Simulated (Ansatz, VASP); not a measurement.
# Ga4AsP3 (ordered alloy, x = 0.75, built in the cubic cell of 8 atoms (invented)) in two plane-wave programs, part 2 of 2

One calculation is typed for both programs; each brings its own data sets. How far apart do they land? The cell is generated by rule, not measured, and may not be a known phase. The cell is taken from a series of runs on this material, whose earlier steps may have relaxed, scaled, displaced or heated it; both programs get it as it stands.

VASP 6.6.1 and Ansatz 0.2.0.

So far: Set-up; VASP: relaxation of cell and atoms, r2SCAN, pair 1.

## (3) Ansatz: relaxation of cell and atoms, r2SCAN, pair 1

Level of this step: Ansatz beside VASP: Kohn-Sham DFT, plane waves, r2SCAN (Ansatz).

Ansatz runs on its PAW soft_1 files.

The same cell, functional and mesh now go to Ansatz, which takes its cutoff from its data sets.

File input.yaml:

```yaml
crystal:
  lattice:
    - [5.5044370109, 0.0, 0.0]
    - [0.0, 5.5044370109, 0.0]
    - [0.0, 0.0, 5.5044370109]
  atoms:
    - { symbol: P, position: [0.0, 0.0, 0.5] }
    - { symbol: P, position: [0.0, 0.5, 0.0] }
    - { symbol: P, position: [0.5, 0.0, 0.0] }
    - { symbol: As, position: [0.5, 0.5, 0.5] }
    - { symbol: Ga, position: [0.2458259121, 0.2458259121, 0.7541740879] }
    - { symbol: Ga, position: [0.2458259121, 0.7541740879, 0.2458259121] }
    - { symbol: Ga, position: [0.7541740879, 0.2458259121, 0.2458259121] }
    - { symbol: Ga, position: [0.7541740879, 0.7541740879, 0.7541740879] }
kpoints:
  mp_grid: { grid: [4, 4, 4] }
hamiltonian:
  xc: r2scan
  pseudopotentials: { kind: paw, azcp: { folder: soft_1 } }
scf:
  occupations: { method: fixed }
output:
  forces: true
  stress: true
  eigenvalues: true
relax:
  adjacent_minimum: "off"
  f_tol: 0.001
  max_steps: 60
  cell: { stress_tol: 0.01 }
```

Run with:

```sh
ansatz run input.yaml --threads 4 --pin off --max-ram 16384MiB --backend cpu --events-out ev --progress --plain --runs-dir out
```

Numbers of over 12 decimals in the logs are rounded to 6 here.

The program printed:

```text
Engine: ansatz 0.2.0, aarch64-unknown-linux-gnu
Pseudopotentials: kind: paw
Pseudopotential: P, paw, valence charge 5, recommended cutoff 500 eV (meta_gga), soft_1/P.paw.azcp
Pseudopotential: As, paw, valence charge 15, recommended cutoff 500 eV (meta_gga), soft_1/As.paw.azcp
Pseudopotential: Ga, paw, valence charge 13, recommended cutoff 500 eV (meta_gga), soft_1/Ga.paw.azcp
Functional definition: r2SCAN
  parameter k0 = 0.174
  parameter k1 = 0.065
  parameter a1 = 4.9479
  exchange = r2scan_x(k0 = k0, k1 = k1, a1 = a1)
  correlation = r2scan_c
Crystal: 8 atoms, lattice volume = 166.778 Å³
Basis set: ecut = 500 eV, 4169 PW (Γ), exchange–correlation on 180×180×180 points (64 copies of the dense FFT grid, shifted against one another)
Bands: 50, of which v1, the nominal top of the filled ones, is band 41 counted from 1 (40 counted from 0)
Symmetry: 24 space group operations
Space group: P-43m (ITA 215), of the structure as read, at distance tolerance 5.5e-5 Å
k-points: 10 of 64 (time reversal used)
Non-local potential: P, projectors of the file, l = 0: 2, l = 1: 2, l = 2: 1
Non-local potential: As, projectors of the file, l = 0: 2, l = 1: 2, l = 2: 3, l = 3: 1
Non-local potential: Ga, projectors of the file, l = 0: 2, l = 1: 2, l = 2: 3, l = 3: 1
PAW form: soft (Blöchl's): semilocal exchange-correlation on the pseudo side does not see the compensation charge
PAW frozen core: P, regenerated for the run's functional (the file was generated under x = pbe(κ = 0.804, μ = 0.219515), c = pbe(β = 0.066725))
PAW frozen core: As, regenerated for the run's functional (the file was generated under x = pbe(κ = 0.804, μ = 0.219515), c = pbe(β = 0.066725))
PAW frozen core: Ga, regenerated for the run's functional (the file was generated under x = pbe(κ = 0.804, μ = 0.219515), c = pbe(β = 0.066725))
PAW one-centre angular grid: P, 302 points (default); XC on 160 Gauss nodes
PAW one-centre angular grid: As, 590 points (default); XC on 160 Gauss nodes
PAW one-centre angular grid: Ga, 590 points (default); XC on 160 Gauss nodes
Initial density: superposition of atomic densities (chi_scale 0.1, normalization cell, long waves kept (reshape's long-wave potential 0.01 eV rms))
Initial wavefunctions: pseudopotential atomic-orbital guess
Functional: x = r2scan, c = r2scan; τ floored in thin density (d = 2e-4 eV/Å³)
SCF iter   1: F=—  HF=-22307.210953 eV  |F-HF|=—  |Δ(HF+E_count)|=         —  Δρ=5.07e-2  dr2=2.70e0  dr2_τ=5.62e-2  ethr=3.10e-3  ⟨swp⟩=5.0  Hψ=1691  notcnv=0  defer=44
preconditioner: auto → Resta (q_TF=auto, 2.424 Å⁻¹)  ε∞=3.7  [insulator: Δε(μ)=1.666 eV  Ē_g=14.873 eV  n_scr=32 (ndim 8)  ℏωp=24.4 eV  f_vac=0.000  ε∞_Penn≈3.7]
SCF iter   2: F=—  HF=-22307.146957 eV  |F-HF|=—  |Δ(HF+E_count)|=   6.40e-2  Δρ=2.80e-2  dr2=8.51e-1  dr2_τ=4.09e-3  ethr=3.10e-3  ⟨swp⟩=2.0  Hψ=617  notcnv=0  defer=53
SCF iter   3: F=—  HF=-22307.200626 eV  |F-HF|=—  |Δ(HF+E_count)|=   5.37e-2  Δρ=4.66e-3  dr2=3.99e-2  dr2_τ=8.71e-4  ethr=1.04e-3  ⟨swp⟩=2.8  Hψ=652  notcnv=0  defer=53
SCF iter   4: F=—  HF=-22307.189453 eV  |F-HF|=—  |Δ(HF+E_count)|=   1.12e-2  Δρ=2.50e-3  dr2=7.40e-3  dr2_τ=1.12e-4  ethr=4.86e-5  ⟨swp⟩=3.0  Hψ=875  notcnv=0  defer=68
SCF iter   5: F=—  HF=-22307.188306 eV  |F-HF|=—  |Δ(HF+E_count)|=   1.15e-3  Δρ=8.98e-4  dr2=1.19e-3  dr2_τ=1.87e-5  ethr=9.02e-6  ⟨swp⟩=2.0  Hψ=852  notcnv=0  defer=67
SCF iter   6: F=—  HF=-22307.188815 eV  |F-HF|=—  |Δ(HF+E_count)|=   5.09e-4  Δρ=1.29e-4  dr2=3.95e-5  dr2_τ=4.23e-7  ethr=1.45e-6  ⟨swp⟩=3.0  Hψ=902  notcnv=0  defer=67
SCF iter   7: F=—  HF=-22307.188828 eV  |F-HF|=—  |Δ(HF+E_count)|=   1.31e-5  Δρ=3.50e-5  dr2=2.54e-6  dr2_τ=5.43e-8  ethr=4.81e-8  ⟨swp⟩=2.0  Hψ=910  notcnv=0  defer=41
SCF iter   8: F=—  HF=-22307.188826 eV  |F-HF|=—  |Δ(HF+E_count)|=   2.37e-6  Δρ=1.83e-5  dr2=4.15e-7  dr2_τ=6.74e-9  ethr=3.09e-9  ⟨swp⟩=2.1  Hψ=881  notcnv=0  defer=41
SCF iter   9: F=-22307.188826 eV  HF=-22307.188826 eV  |F-HF|=5.48e-9  |Δ(HF+E_count)|=   2.00e-7  Δρ=3.12e-6  dr2=1.30e-8  dr2_τ=1.55e-10  ethr=1.22e-10  ⟨swp⟩=14.0  Hψ=2730  notcnv=0
SCF 1 converged in 9 iterations: F = -22307.188826 eV  dr2 = 1.30e-8
  greatest PAW one-centre occupation: 0.999 electrons in one spin orbital (limit 2), on the As atom at site 3 (counted from 0), in its partial waves of l = 2
relax step   1: F+E_penalty+E_count = -22307.18882614 eV  Δ(F+E_penalty+E_count) = +0.000e0 eV  max|allowed force component| = 1.184e-3 eV/Å  Δτ_max = 0.0000 Å  P = -0.020 GPa  Ω = 166.778 Å³  (9 SCF iters, dr2 threshold 1.00e-7 eV, accepted)
[...]
relax step   2: F+E_penalty+E_count = -22307.18883793 eV  Δ(F+E_penalty+E_count) = -1.179e-5 eV  max|allowed force component| = 3.680e-4 eV/Å  Δτ_max = 0.0002 Å  P = -0.003 GPa  Ω = 166.744 Å³  energy of the carried Pulay correction = +8.877e-6 eV  (5 SCF iters, dr2 threshold 1.03e-9 eV, accepted)
[...]
relax step   3: F+E_penalty+E_count = -22307.18883793 eV  Δ(F+E_penalty+E_count) = -3.238e-10 eV  max|allowed force component| = 3.665e-4 eV/Å  Δτ_max = 0.0000 Å  P = -0.003 GPa  Ω = 166.744 Å³  stress off target by 3.14e-3 GPa  SCF on the basis re-selected at this cell (its energy is not comparable with the rows above)  (7 SCF iters)
basis re-selected at this cell: Δ(F+E_penalty+E_count) = -3.238e-10 eV, ΔP = -0.000 GPa vs the last step (what re-selecting the basis moved, of the pressure what is left beyond the Pulay correction that the steps carried, after the strain that the cell walked since its last selection, with what the two solves' SCF thresholds leave and, on support functions, any second-order correction that the steps lacked; it is no  [...]
SCF converged after 7 iterations
Free energy (F): -22307.188838 eV
Harris-Foulkes:  -22307.188838 eV  (|F-HF|=0.00e0)
Internal energy: -22307.188838 eV  (E = F + TS)
E sigma→0 (E₀):  -22307.188838 eV
Fermi energy:    7.099444 eV
--- Per-component energies (eV) ---
  E_band       = -544.567284
  E_kinetic    = 748.937071
  E_local      = -9003.570105  (includes V_loc(G=0)·N_el)
  E_nonlocal   = -661.202749
  E_hartree    = 5344.751264
  E_xc         = -500.666661
  E_vxc        = -505.224594  (∫ρ·V_xc dr)
  E_paw        = -11750.696553  (= ΣΔE_a)
  E_vpaw       = -1837.804285  (= ΣTr[D̂ρ^β])
  E_aug_tail   = 0.000151  (compensation charges beyond the density's cutoff)
  E_vtau       = 24.794659  (kinetic-family band-sum trace: ∫τ·v_τ [+ j·A + Jᵃ·Aᵃ] dr)
  E_ewald      = -6480.399073
  E_core_change = -4.342182  (= ΣΔE_core)
  E_smearing   = -0.000000  (= −TS)
  E_closure    = 0.000000  (closes the sum)
  Σ components = -22307.188838   (vs F -22307.188838, Δ=0.00e0)
--- Forces (eV/Å), atoms counted from 1 ---
  atom   1  P     -0.00000000     0.00000000    -0.00000000
  atom   2  P     -0.00000000     0.00000000    -0.00000000
  atom   3  P     -0.00000000     0.00000000    -0.00000000
  atom   4  As     0.00000000     0.00000000    -0.00000000
  atom   5  Ga    -0.00036646    -0.00036646     0.00036646
  atom   6  Ga    -0.00036646     0.00036646    -0.00036646
  atom   7  Ga     0.00036646    -0.00036646    -0.00036646
  atom   8  Ga     0.00036646     0.00036646     0.00036646
  max |Σ_I F_I| component: 9.83e-17 eV/Å
--- Stress (GPa, compression-positive) ---
       -0.003139      -0.000000       0.000000
       -0.000000      -0.003139       0.000000
        0.000000       0.000000      -0.003139
  P = ⅓ Tr σ = -0.0031 GPa (-0.031 kbar)
--- Band table (eV; the first three rows and the last of 10) ---
  k-point 0: bands = [... 37 lower, 4.3416, 7.0994, 7.0994, 7.0994, 8.6793, 9.0907, 9.0907, 9.1139, ... 5 higher]
  k-point 1: bands = [... 37 lower, 4.5627, 5.4956, 6.4300, 6.4300, 8.9319, 9.7402, 10.0687, 10.1833, ... 5 higher]
  k-point 2: bands = [... 37 lower, 5.2086, 5.2086, 5.4753, 5.4753, 9.3873, 9.5901, 10.9903, 11.1284, ... 5 higher]
  k-point 9: bands = [... 37 lower, 5.8224, 6.1452, 6.1452, 6.1452, 8.9284, 8.9558, 8.9558, 8.9558, ... 5 higher]
--- Relaxed structure (2 steps of the walk, 2 accepted, 1 SCFs on fresh bases) ---
  F+E_penalty+E_count = -22307.18883793 eV   max|allowed force component| = 3.665e-4 eV/Å   (the final SCF, on the basis selected at the relaxed cell)
  cell:  # Å, volume = 166.7444 Å³
    - [5.504067, 0, 0]
    - [0, 5.504067, 0]
    - [0, 0, 5.504067]
  atoms:
    - { symbol: P, position: [0, 0, 0.5] }
    - { symbol: P, position: [0, 0.5, 0] }
    - { symbol: P, position: [0.5, 0, 0] }
    - { symbol: As, position: [0.5, 0.5, 0.5] }
    - { symbol: Ga, position: [0.245843, 0.245843, 0.754157] }
    - { symbol: Ga, position: [0.245843, 0.754157, 0.245843] }
    - { symbol: Ga, position: [0.754157, 0.245843, 0.245843] }
    - { symbol: Ga, position: [0.754157, 0.754157, 0.754157] }
```

Reading the cycles: dr2 is the Hartree energy of the density residual (eV), the measure of convergence; HF is the Harris–Foulkes estimate of the energy, which meets the free energy F at convergence.

## (4) Differences

Known differences besides the potentials themselves: VASP keeps PBE cores, Ansatz makes them for the functional; fixed occupations in Ansatz, narrow Gaussian smearing in VASP; the data sets hold 82 valence electrons in Ansatz (on its PAW soft_1 files) and 72 in VASP; the cutoff is 500 eV in Ansatz and 550 eV in VASP; Ansatz adds a Pulay correction to the stress that steers its cell, VASP none. Total energies have different zeros and are not compared.

Both answers:

```tsv
quantity	Ansatz	VASP	difference
volume (Å³)	166.74	166.65	+0.06 %
edge a after relaxation, in the typed setting (Å)	5.504	5.503	+0.02 %
```

## (5) Ansatz: relaxation of cell and atoms, r2SCAN, pair 2

The relaxed volume is the usual yardstick between codes: in a stiff, nearly cubic crystal its relative difference is about their pressure difference at one cell divided by the bulk modulus.

The cell is taken from a series of runs on this material, whose earlier steps may have relaxed, scaled, displaced or heated it; both programs get it as it stands.

File input.yaml:

```yaml
crystal:
  lattice:
    - [5.5015, 0.0, 0.0]
    - [0.0, 5.5015, 0.0]
    - [0.0, 0.0, 5.5015]
  atoms:
    - { symbol: P, position: [0.0, 0.0, 0.5] }
    - { symbol: P, position: [0.0, 0.5, 0.0] }
    - { symbol: P, position: [0.5, 0.0, 0.0] }
    - { symbol: As, position: [0.5, 0.5, 0.5] }
    - { symbol: Ga, position: [0.25, 0.25, 0.75] }
    - { symbol: Ga, position: [0.25, 0.75, 0.25] }
    - { symbol: Ga, position: [0.75, 0.25, 0.25] }
    - { symbol: Ga, position: [0.75, 0.75, 0.75] }
kpoints:
  mp_grid: { grid: [4, 4, 4] }
hamiltonian:
  xc: r2scan
  pseudopotentials: { kind: paw, azcp: { folder: soft_1 } }
scf:
  occupations: { method: gaussian, width: 0.02 }
output:
  forces: true
  stress: true
  eigenvalues: true
  write_density: true
  write_potential: true
  elf: true
  volumetric_format: npy
relax:
  adjacent_minimum: "off"
  f_tol: 0.005
  max_steps: 80
  cell: { stress_tol: 0.05 }
```

The program printed:

```text
[...]
Crystal: 8 atoms, lattice volume = 166.511 Å³
Basis set: ecut = 500 eV, 4169 PW (Γ), exchange–correlation on 180×180×180 points (64 copies of the dense FFT grid, shifted against one another)
Bands: 50, of which v1, the nominal top of the filled ones, is band 41 counted from 1 (40 counted from 0)
Symmetry: 24 space group operations
[...]
- { symbol: P, position: [4.926848007295753e-19, 1.675128322480557e-19, 0.5] }
    - { symbol: P, position: [4.926848007295753e-19, 0.5, 0] }
    - { symbol: P, position: [0.5, 1.6751283224805588e-19, 0] }
    - { symbol: As, position: [0.5, 0.5, 0.5] }
    - { symbol: Ga, position: [0.245826, 0.245826, 0.754174] }
    - { symbol: Ga, position: [0.245826, 0.754174, 0.245826] }
    - { symbol: Ga, position: [0.754174, 0.245826, 0.245826] }
    - { symbol: Ga, position: [0.754174, 0.754174, 0.754174] }
[key lines of the parts left out:]
SCF converged after 5 iterations
Free energy (F): -22307.188826 eV
Fermi energy:    7.886480 eV
P = ⅓ Tr σ = -0.0203 GPa (-0.203 kbar)
```

## (6) VASP: relaxation of cell and atoms, r2SCAN, pair 2

The same cell, functional, mesh and smearing now go to VASP, with its own data sets.

File INCAR:

```
SYSTEM = Ga4AsP3
PREC = Accurate
ENCUT = 550
EDIFF = 1E-07
NELM = 120
ISMEAR = 0
SIGMA = 0.02
LREAL = .FALSE.
ALGO = Normal
METAGGA = R2SCAN
LASPH = .TRUE.
NBANDS = 44
LORBIT = 11
LWAVE = .FALSE.
LCHARG = .FALSE.
ISIF = 3
IBRION = 2
NSW = 80
EDIFFG = -0.005
GGA_COMPAT = .FALSE.
NELMIN = 4
EFERMI = MIDGAP
LMIXTAU = .TRUE.
KPAR = 2
```

File POSCAR:

```
Ga4AsP3
1.0
    5.5015000000      0.0000000000      0.0000000000
    0.0000000000      5.5015000000      0.0000000000
    0.0000000000      0.0000000000      5.5015000000
P As Ga
3 1 4
Direct
    0.0000000000      0.0000000000      0.5000000000
    0.0000000000      0.5000000000      0.0000000000
    0.5000000000      0.0000000000      0.0000000000
    0.5000000000      0.5000000000      0.5000000000
    0.2500000000      0.2500000000      0.7500000000
    0.2500000000      0.7500000000      0.2500000000
    0.7500000000      0.2500000000      0.2500000000
    0.7500000000      0.7500000000      0.7500000000
```

File KPOINTS:

```
Automatic mesh
0
Gamma
4 4 4
0 0 0
```

The projector-augmented-wave data sets are P, As and Ga_d (PBE family, release 64).

Run with:

```sh
mpirun -np 2 vasp_std
```

The program printed:

```text
[banner, memory and clock lines left out]
running    2 mpi-ranks, on    1 nodes
[...]
[... a notice as in an earlier step ...]

 LDA part: xc-table for (None), standard interpolation
 POSCAR, INCAR and KPOINTS ok, starting setup
[...]
entering main loop
       N       E                     dE             d eps       ncg     rms          rms(c)
DAV:   1     0.612716618313E+03    0.61272E+03   -0.35152E+04   916   0.257E+03
DAV:   2     0.169605767597E+02   -0.59576E+03   -0.57951E+03   920   0.650E+02
DAV:   3    -0.934775518112E+02   -0.11044E+03   -0.10686E+03  1080   0.190E+02
DAV:   4    -0.999744471240E+02   -0.64969E+01   -0.64515E+01  1052   0.456E+01
[...]
DAV:  26    -0.913354977611E+02   -0.22833E-05   -0.20518E-06   864   0.853E-03    0.107E-02
DAV:  27    -0.913354970703E+02    0.69083E-06   -0.39112E-07   768   0.478E-03    0.782E-03
DAV:  28    -0.913354970971E+02   -0.26779E-07   -0.31440E-07   684   0.394E-03
   1 F= -.91335497E+02 E0= -.91335497E+02  d E =-.913355E+02
[... from here on, the cycles between the ionic steps are left out ...]
   2 F= -.91385721E+02 E0= -.91385721E+02  d E =-.502244E-01
   3 F= -.91386677E+02 E0= -.91386677E+02  d E =-.511800E-01
   4 F= -.91387307E+02 E0= -.91387307E+02  d E =-.629817E-03
   5 F= -.91387496E+02 E0= -.91387496E+02  d E =-.818938E-03
[...]
reached required accuracy - stopping structural energy minimisation
```

OUTCAR, selected parts (step 6):

```text
  Total        0.0299562      0.0299562      0.0299562      0.0000000     -0.0000000      0.0000000
  in kB        0.2880153      0.2880153      0.2880153      0.0000000     -0.0000000      0.0000000
  external PRESSURE =       0.2880153 kB  Pullay stress =       0.0000000 kB

 POSITION                                       TOTAL-FORCE (eV/Angst)
 -----------------------------------------------------------------------------------
      0.00000     -0.00000      2.75146         0.000000     -0.000000     -0.000000
     -0.00000      2.75146      0.00000         0.000000     -0.000000     -0.000000
      2.75146      0.00000      0.00000        -0.000000     -0.000000     -0.000000
      2.75146      2.75146      2.75146        -0.000000     -0.000000     -0.000000
      1.35278      1.35278      4.15015         0.000862      0.000862     -0.000862
      1.35278      4.15015      1.35278         0.000862     -0.000862      0.000862
      4.15015      1.35278      1.35278        -0.000862      0.000862      0.000862
      4.15015      4.15015      4.15015        -0.000862     -0.000862     -0.000862
 -----------------------------------------------------------------------------------
    total drift:                               -0.000001     -0.000001     -0.000000

  FREE ENERGIE OF THE ION-ELECTRON SYSTEM (eV)
  ---------------------------------------------------
  free  energy   TOTEN  =       -91.3874960213 eV

  energy  without entropy=      -91.3874960213  energy(sigma->0) =      -91.38749602

[... 2 parts as in an earlier step ...]

[... 2 further parts left out ...]
[key lines of the parts left out:]
E-fermi :   5.0484
```

## (7) Side by side

What differs besides the data sets and the points named for the pairs above, as far as they apply: the data sets hold 82 valence electrons in Ansatz (on its PAW soft_1 files) and 72 in VASP. Total energies have different zeros and are not compared.

Compared:

```tsv
quantity	Ansatz	VASP	difference
volume (Å³)	166.78	166.64	+0.08 %
edge a after relaxation, in the typed setting (Å)	5.504	5.503	+0.03 %
```

## (8) Results

* difference in volume (relaxation of cell and atoms, r2SCAN, pair 1): 0.057 %
* difference in volume (relaxation of cell and atoms, r2SCAN, pair 2): 0.082 %

The difference in volume is 0.082 % (relaxation of cell and atoms, r2SCAN, pair 2), within the 1.2 % picked in this series as the mark of a large difference, as far as the stopping tolerances let one tell. The data sets hold unlike numbers of valence electrons (82 in Ansatz and 72 in VASP), so part of the differences may come from the potentials. How closely two codes agree says nothing of how well the functional describes the real material.

[Lines on the potential files, build, host, timing and source positions are cut from VASP's logs without a mark.]

[Logs are printed without paths, hosts, clocks, repeated set-up lines and the standing remarks that a program may print on its own settings, such as how far it seeks lower states.]

[Hosts, paths, dates, database ids (printed as entryN), source tags and the programs' standing remarks are cut or masked in the printed files.]
